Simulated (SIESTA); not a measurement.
Crystal: Br.

```
CELL_PARAMETERS angstrom
3.36325 -2.32255 0.00000
3.36325 2.32255 0.00000
0.00000 0.00000 8.70230
ATOMIC_POSITIONS crystal
Br 0.36510 0.63490 0.39010
Br 0.13490 0.86510 0.89010
Br 0.63490 0.36510 0.60990
Br 0.86510 0.13490 0.10990
```

Base run:

| Property | Result |
| --- | --- |
| Program | SIESTA 5.4.2 |
| Functional | PBE |
| Potentials or basis | PseudoDojo 0.4 standard (PBE files) |
| Basis | DZP (energy shift 0.003 Ry) |
| Grid cutoff | 500 Ry |
| Energy shift | 0.003 Ry |
| k mesh | 7 × 7 × 3 |
| Occupations | fermi-dirac, width 0.05 eV |
| Spin | no spin polarisation |

Its results: band gap on the k mesh 1.83 eV, indirect (least direct gap 1.85 eV); pressure 2.0 GPa; largest force 1.423 eV/Å.

Task: After a change of settings the same cell gave: band gap on the k mesh 1.68 eV, indirect (least direct gap 1.71 eV); pressure -1.2 GPa; largest force 1.281 eV/Å. Which change was it?
A. functional from PBE to LDA; potentials or basis from PseudoDojo 0.4 standard (PBE files) to PseudoDojo 0.4 standard (LDA files)
B. functional from PBE to BLYP
C. functional from PBE to AM05; potentials or basis from PseudoDojo 0.4 standard (PBE files) to PseudoDojo 0.4 standard (PBEsol files)
D. functional from PBE to vdW-DF-cx

Result: A.

Caveats: the basis of atomic orbitals isn't converged, which shifts pressures, moduli and gaps; forces of over 1 eV/Å show positions far from the minimum, so gaps and moduli don't describe the material at rest; an odd mesh through Γ misses points on the zone boundary, where band edges often lie (some runs).

Not every run made on this cell is shown here.
